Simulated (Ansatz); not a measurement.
# AlP (F-43m): phonons and vibrational spectra, part 3 of 4

Task: relax AlP (F-43m), then find its harmonic phonons.

Ansatz 0.2.0; DFT PBE, scalar-relativistic, plane waves, PAW; PAW set soft_1.

So far. Step 5 (Relaxing to small forces for the phonons, k-mesh …): The forces vanish by symmetry and the pressure is 0.006 GPa, within the tolerances set. The cell now holds 20.88 Å³/atom. Step 6 (Linear response at the zone centre): Before it was imposed, the acoustic sum rule was missed by 2.8e-5 eV/Å² and the charge sum rule by 2.6e-4 e. Small misses are needed for a sound result but don't prove that mesh and cutoff are converged. The relaxed cell has a = 5.507 Å (conventional setting).

The database entry behind the starting cell differs from later determinations by our own check (0.1 to 0.3 % short, probably kX units), so it need not match the best structure at ambient conditions.

### Step 7. Phonons on a q mesh

Stability and thermal properties need the whole zone. Linear response on a 4×4×4 q mesh gives force constants as far as a supercell of that size would, and the tensors from the zone-centre run are typed in so that the long-range dipole term is interpolated apart.

input.yaml

```yaml
crystal:
  lattice:
    - [0.0, 2.75357855, 2.75357855]
    - [2.75357855, 0.0, 2.75357855]
    - [2.75357855, 2.75357855, 0.0]
  atoms:
    - { symbol: Al, position: [0.0, 0.0, 0.0] }
    - { symbol: P, position: [0.25, 0.25, 0.25] }
kpoints:
  mp_grid: { grid: [12, 12, 12] }
hamiltonian:
  xc: pbe
  pseudopotentials: { kind: paw, azcp: { folder: soft_1 } }
scf:
  occupations: { method: fixed }
output:
  eigenvalues: true
phonons:
  method: dfpt
  qmesh: [4, 4, 4]
  temperatures: { t_max: 1000, t_step: 50 }
  qpath:
    path:
      - [[0.0, 0.0, 0.0], [-0.5, -0.5, 0.0], [-0.375, -0.375, 0.25]]
      - [[-0.375, 0.0, 0.375], [0.0, 0.0, 0.0], [0.0, 0.0, 0.5], [-0.5, -0.25, 0.25], [-0.5, -0.5, 0.0]]
    npoints: 10
  non_analytic_term:
    high_frequency_dielectric_tensor: [[8.1193, 0.0, 0.0], [0.0, 8.1193, 0.0], [0.0, 0.0, 8.1193]]
    born_effective_charges:
      - { species: Al, tensor: [[2.2447, 0.0, 0.0], [0.0, 2.2447, 0.0], [0.0, 0.0, 2.2447]] }
      - { species: P, tensor: [[-2.2447, 0.0, 0.0], [0.0, -2.2447, 0.0], [0.0, 0.0, -2.2447]] }
    source: "zone-centre run at this cell"
```

Started as:

```bash
$ ansatz run input.yaml --threads 4 --pin off --max-ram 10240MiB --backend cpu --events-out ev --progress --plain --runs-dir out
```

Numbers of over 12 decimals in the logs are rounded to 6 here.

The log of the run:

```text
Warning: phonons: the dynamical matrix that this run interpolates holds no multipole term above the dipole-dipole one, and a site of this crystal is no centre of inversion, so its interpolated transverse optical and acoustic branches and sound speeds can stay off near Gamma, and the density of states and the thermodynamics with them. What a run solves at a wave vector of phonons.qpoints, Gamma apart, where the deck admits one, is free of this, and under fd what a larger phonons.supercell samples
[...]
Crystal: 2 atoms, lattice volume = 41.756 Å³
Basis set: ecut = 420 eV, 869 PW (Γ), exchange–correlation on 54×54×54 points (8 copies of the dense FFT grid, shifted against one another)
Bands: 8, of which v1, the nominal top of the filled ones, is band 4 counted from 1 (3 counted from 0)
Symmetry: 24 space group operations
k-points: 72 of 1728 (time reversal used)
[...]
SCF iter   1: F=—  HF=-1294.710667 eV  |F-HF|=—  |Δ(HF+E_count)|=         —  Δρ=4.35e-2  dr2=1.04e0  ethr=3.10e-3  ⟨swp⟩=5.3  Hψ=4273  notcnv=0  defer=131
[...]
SCF iter   8: F=-1294.445861 eV  HF=-1294.445861 eV  |F-HF|=9.09e-13  |Δ(HF+E_count)|=  1.12e-10  Δρ=1.65e-7  dr2=7.61e-12  ethr=1.00e-12  ⟨swp⟩=8.9  Hψ=5166  notcnv=0
SCF 1 converged in 8 iterations: F = -1294.445861 eV  dr2 = 7.61e-12
[...]
DFPT response loops at q = (0, 0, 0) (fractional): preconditioner auto → none (the input reference at scf.mixing.eps_inf says where Resta's filter doesn't serve); β = 0.50; Broyden in place of MSR1
[...]
SCF converged after 8 iterations
Free energy (F): -1294.445861 eV
[...]
Internal energy: -1294.445861 eV  (E = F + TS)
E sigma→0 (E₀):  -1294.445861 eV
Fermi energy:    4.786908 eV
[...]
--- Band table (eV; the first three rows and the last of 72) ---
[...]
--- Phonons (Γ-DFPT): 2 representative perturbations + reference (Σ response iterations 6) ---
  ASR residual: 3.065e-5 → 0.000e0 eV/Å²; symmetrization residual: 9.863e-7 eV/Å²
  ASR residual per site (eV/Å²): 1.62e-5 3.06e-5
  Γ frequencies (cm⁻¹): 0.00 0.00 0.00 426.46 426.46 426.46
--- Phonons (arbitrary-q DFPT): 8 irreducible q on the 4×4×4 mesh ---
  q = [0.0000, 0.0000, 0.0000] (star 1, of the zone-centre solve; hermiticity 2.05e-7, symmetrization 1.11e-15): -0.00 0.00 0.00 426.46 426.46 426.46
  q = [0.0000, 0.0000, 0.2500] (star 8, 2 solved perturbations on 936 of 1728 k-point pairs; hermiticity 1.43e-7, symmetrization 8.78e-15): 86.23 86.23 207.61 416.37 416.37 453.10
[...]
q = [0.0000, 0.2500, 0.2500] (star 6, 4 solved perturbations in 1608 linear systems a pass and spin channel, the states on 510 of 1728 k-point pairs; hermiticity 1.40e-7, symmetrization 3.26e-15): 119.01 119.01 212.47 405.90 405.90 460.06
[...]
sum rule: each row above includes the acoustic sum rule's correction from the zone centre's row sums; it moved no ω² by more than (0.52 cm⁻¹)²
  mesh force constants: q→R imaginary residual 1.77e-18; ASR residual 3.065e-5 → 0.000e0 eV/Å²; symmetrization residual 7.105e-15 eV/Å²
  interpolated dispersion: 63 rows × 6 modes
  density of states and harmonic sums: on the 20×20×20 q-mesh, interpolated from the force constants of a 4×4×4 supercell (with the dipole–dipole term of supplied tensors)
  largest difference from the sums on the solved wave vectors: F 9.19e-3 eV, S 1.32e-5 and C_V 4.00e-6 eV/K
  zero-point energy: 0.110309 eV/cell   skipped modes (ω ≤ 0): 3   left out of the sums: 6.25e-5 of the cell's modes: C_V's classical limit lies that fraction below 3 k_B per atom; for a crystal, a wire or a layer, F and S can be off by more, and a phonons.interpolated_qmesh denser along its periods is the remedy for the sampling
```

It took 67 s on 4 threads of Arm Neoverse V2, shared host; peak memory 1.4 GiB; 4.3 min of CPU time.

Numbers from this step:

| Quantity | Value |
| --- | --- |
| sum-rule residual before enforcement | 3.06e-5 eV/Å² |
| lowest frequency on the path | 0 cm⁻¹ |
| highest frequency on the path or at a solved wavevector | 482.3 cm⁻¹ |
| mean frequency | 296.6 cm⁻¹ |
| Debye temperature (second moment) | 597 K |
| logarithmic mean frequency | 263.9 cm⁻¹ |
| lowest mode on the q mesh (acoustic modes at Γ apart) | 86.23 cm⁻¹ |
| zero-point energy per atom | 55.15 meV |
| heat capacity at 300 K | 20.74 J/(mol atoms K) |
| vibrational entropy at 300 K | 21.34 J/(mol atoms K) |

Frequencies (cm⁻¹) solved at each irreducible wavevector; negative means imaginary. Frequencies by wavevector, by row:

```
q in reciprocal lattice units  star  mode 1  mode 2  mode 3  mode 4  mode 5  mode 6
                        0 0 0     1       0       0       0   426.5   426.5   426.5
                     0 0 0.25     8    86.2    86.2   207.6   416.4   416.4   453.1
                     0 0 -0.5     4   107.5   107.5   333.2   389.6   412.2   412.2
                  0 0.25 0.25     6     119     119   212.5   405.9   405.9   460.1
                  0 0.25 -0.5    24   135.7   179.8   293.1   386.4     401     420
                 0 0.25 -0.25    12   124.8   177.7     262   389.8   405.1     429
                  0 -0.5 -0.5     3   144.9   144.9   346.4   397.1   397.1     403
              0.25 -0.5 -0.25     6     175   195.2     316   349.4   400.1     415
```

Interpolated from a 4×4×4 q mesh, with the LO-TO term (at Γ the limit along the path; where Γ stands inside the path, tables give the limit on arrival). Phonon branches along the path, in cm⁻¹:

```
    point  branch 1  branch 2  branch 3  branch 4  branch 5  branch 6
        Γ         0         0         0       426       426       482
  halfway       119       119       212       406       406       460
        X       145       145       346       397       397       403
  halfway       146       163       337       386       397       408
        U       145       190       322       363       398       418
jump to K       145       190       322       363       398       418
  halfway       101       148       217       412       412       439
        Γ         0         0         0       426       426       482
  halfway        86        86       208       416       416       453
        L       108       108       333       390       412       412
  halfway       140       173       307       371       405       419
        W       175       195       316       349       400       415
  halfway       159       168       331       375       402       407
        X       145       145       346       397       397       403
```

The phonon branches as a text plot (rows in cm⁻¹):

```
    472 |******                   **********
    452 |      **                *          *
    432 |***     ***       ******   ******   **
    412 |   ****    *******  *******      ***********************
    392 |       ****************                ****    *********
    372 |               *** *                       ****     *
    352 |            **    *                            *****  **
    332 |           *  ****                     ****        ***
    311 |         **       *                        ********
    291 |                   *                  *
    271 |        *           **               *
    251 |       *              *             *
    231 |
    211 |      *                *           *
    191 |                ******  *                     ******
    171 |    **        **      *           *          *  ******
    151 |         **********    * **                ** **     ***
    131 |   *   **          ***  *        *        * **
    111 |    ***               **   *         *******
     90 |  *                     ***     *  **
     70 |   *                     ***      *
     50 | **                        **  * *
     30 | *                          *   *
     10 |*                            ***
         Γ           X  U|K            Γ         L        W     X
```

Tetrahedra on a 20×20×20 mesh, mean over bins of 5 cm-1. Interpolated from a 4×4×4 q mesh. The phonon density of states by wavenumber; read off at these points:

```csv
wavenumber (cm⁻¹),phonon density of states (1/cm⁻¹/cell)
2,0
18,9.0e-5
28,3.1e-4
42,8.2e-4
52,0.00131
68,0.00234
82,0.00401
92,0.00581
108,0.0141
118,0.0185
132,0.0222
148,0.034
158,0.0217
172,0.0167
182,0.0167
198,0.00184
212,0.0023
222,0.00271
238,0.00347
248,0.00405
262,0.00525
272,0.0064
288,0.00896
302,0.0180
308,0.0203
312,0.0140
328,0.00443
338,0.00146
352,0.00208
368,0.0136
378,0.0150
392,0.0185
402,0.0911
418,0.0822
432,0.0116
442,0.00757
458,0.00509
468,0.00375
482,2.5e-4
```

Phonopy on the run's constants, 17x17x17 mesh, Gaussian sigma 3.7 cm-1. Interpolated from a 4×4×4 q mesh. Table of partial phonon density of states by wavenumber; read off at these points; values in 1/cm⁻¹/cell:

```csv
wavenumber (cm⁻¹),Al,P
-10.0,0,0
0.0,2.9e-5,3.9e-5
10.0,0,0
20.0,1.1e-4,1.2e-4
30.0,2.0e-4,2.3e-4
40.0,1.5e-4,1.7e-4
50.0,9.3e-4,0.00105
60.0,5.7e-4,6.4e-4
70.0,0.00140,0.00156
80.0,0.00164,0.00180
90.0,0.00254,0.00277
100.0,0.00443,0.00475
110.0,0.00754,0.00799
120.0,0.00924,0.00957
130.0,0.0104,0.0104
140.0,0.0137,0.0131
145.6,0.0159,0.0146
150.0,0.0150,0.0137
160.0,0.0113,0.00994
170.0,0.0094,0.00796
180.0,0.00860,0.00736
190.0,0.00898,0.00733
200.0,0.00176,0.00173
210.0,0.00122,0.00159
220.0,8.6e-4,0.00114
230.0,0.00125,0.00170
240.0,0.00151,0.00209
250.0,0.00167,0.00237
260.0,0.00209,0.00310
270.0,0.00212,0.00326
280.0,0.00301,0.00504
290.0,0.00345,0.00645
300.0,0.00445,0.0101
304.4,0.00541,0.0135
310.0,0.00393,0.0121
320.0,0.00157,0.00706
330.0,4.9e-4,0.00322
340.0,7.2e-5,0.00121
350.0,0.00146,2.5e-4
360.0,0.00804,0.00215
370.0,0.00994,0.00407
380.0,0.00929,0.00442
390.0,0.0107,0.00702
400.0,0.0341,0.0321
404.9,0.0390,0.0365
410.0,0.0365,0.0344
417.9,0.0346,0.0367
420.0,0.0312,0.0332
430.0,0.00927,0.00856
440.0,0.00449,0.00352
450.0,0.00331,0.00257
460.0,0.00254,0.00202
470.0,0.00184,0.00151
480.0,7.1e-4,6.0e-4
490.0,1.5e-5,7.5e-6
500.0,0,0
```

Second derivatives of the energy by pair, one row for each kind of neighbour of each atom listed. Each entry sums the pair over the periodic images of the supercell that the q mesh stands for, and in a polar crystal it holds the long-range dipole part too. Force constants by pair, by row:

```csv
atom,neighbour,distance (Å),third of the trace (eV/Å²),along the pair's line (eV/Å²)
Al1,itself,0,10.44,–
Al1,P,2.385,-2.517,-5.946
Al1,Al,3.894,0.0091,-0.6437
Al1,P,4.566,-0.0119,0.1265
Al1,Al,5.507,-0.014,-0.0789
Al1,P,6.001,0.011,0.1722
Al1,Al,6.745,-0.034,-0.096
Al1,P,7.154,0.0057,0.0322
Al1,P,7.154,0.0128,0.0374
P2,itself,0,11.52,–
P2,Al,2.385,-2.517,-5.946
P2,P,3.894,-0.1075,-0.5991
P2,Al,4.566,-0.0119,0.1265
P2,P,5.507,5.00e-4,-0.0421
P2,Al,6.001,0.011,0.1722
P2,P,6.745,-0.0069,-0.0465
P2,Al,7.154,0.0057,0.0322
P2,Al,7.154,0.0128,0.0374
```

Harmonic thermodynamic functions per atom, from the density of states. Interpolated from a 4×4×4 q mesh. Thermodynamic functions, by row:

| T (K) | F_vib (meV/atom) | S (J/mol-atom/K) | C_V (J/mol-atom/K) |
| --- | --- | --- | --- |
| 0 | 55.15 | 0 | 0 |
| 50 | 55.02 | 1.053 | 2.84 |
| 100 | 53.57 | 4.784 | 8.543 |
| 200 | 44.01 | 13.64 | 17.01 |
| 300 | 25.74 | 21.34 | 20.74 |
| 400 | 0.28 | 27.57 | 22.41 |
| 500 | -31.02 | 32.67 | 23.27 |
| 600 | -67.16 | 36.96 | 23.76 |
| 700 | -107.4 | 40.65 | 24.06 |
| 800 | -151.2 | 43.87 | 24.26 |
| 900 | -198.2 | 46.74 | 24.4 |
| 1000 | -248 | 49.32 | 24.5 |

Harmonic mean-square displacement, third of the trace. Interpolated from a 4×4×4 q mesh. Mean square displacements, by row:

| T (K) | Al1 U_eq (Å²) | P2 U_eq (Å²) |
| --- | --- | --- |
| 0 | 0.00274 | 0.00242 |
| 100 | 0.00358 | 0.00318 |
| 300 | 0.00769 | 0.00687 |
| 600 | 0.01467 | 0.01312 |

Symmetry leaves 8 wavevectors to solve. The lowest mode among them, the acoustic zeros apart, lies at q = (0, 0, 0.25) and is real, 86.2 cm⁻¹.

(Continued in part 4 of 4.)

[Logs are printed without paths, hosts, clocks, repeated set-up lines and the standing remarks that a program may print on its own settings, such as how far it seeks lower states.]

[Hosts, paths, dates, database ids (printed as entryN), source tags and the programs' standing remarks are cut or masked in the printed files.]
